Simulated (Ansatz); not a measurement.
## Relaxed lattice of Ti₂O against the dispersion correction

Method: plane-wave DFT with PAW (Ansatz; 420 eV, 500 eV for r²SCAN). Each run relaxes cell and atoms to zero pressure from this start:

```
Ti O
1.0
     2.91940    0.00000    0.00000
    -1.45970    2.52827    0.00000
     0.00000    0.00000    4.71300
Ti O
2 1
Direct
  0.66667 0.33333 0.27874
  0.33333 0.66667 0.72126
  0.00000 0.00000 0.00000
```

The Γ-centred k-mesh is 18×18×10. The occupation rule is Gaussian smearing, 0.1 eV and the spin treatment is unpolarised.

Lengths are those of the conventional cell, space group P-3m1.

Task: Order by relaxed volume, smallest first.
A. PBEsol, D4
B. PBEsol, none
C. PBEsol, D3(BJ)+ATM
D. PBEsol, D3(BJ)
E. r2SCAN, rVV10
F. r2SCAN, none

Result: D (11.51 Å³/atom), C (11.59 Å³/atom), A (11.79 Å³/atom), B (11.89 Å³/atom), E (12.02 Å³/atom), F (12.10 Å³/atom).

```csv
dispersion correction,a (Å),c (Å),volume (Å³/atom),gap on mesh (eV)
"PBEsol, none",2.953,4.724,11.89,metal
"PBEsol, D3(BJ)",2.919,4.682,11.51,metal
"PBEsol, D3(BJ)+ATM",2.926,4.690,11.59,metal
"PBEsol, D4",2.945,4.708,11.79,metal
"r2SCAN, none",2.952,4.813,12.10,metal
"r2SCAN, rVV10",2.945,4.802,12.02,metal
```

Cost: 6 runs of about 25 core-minutes in all, on Intel Xeon Processor @ 2.50GHz (Skylake/Cascade Lake) (shared hosts).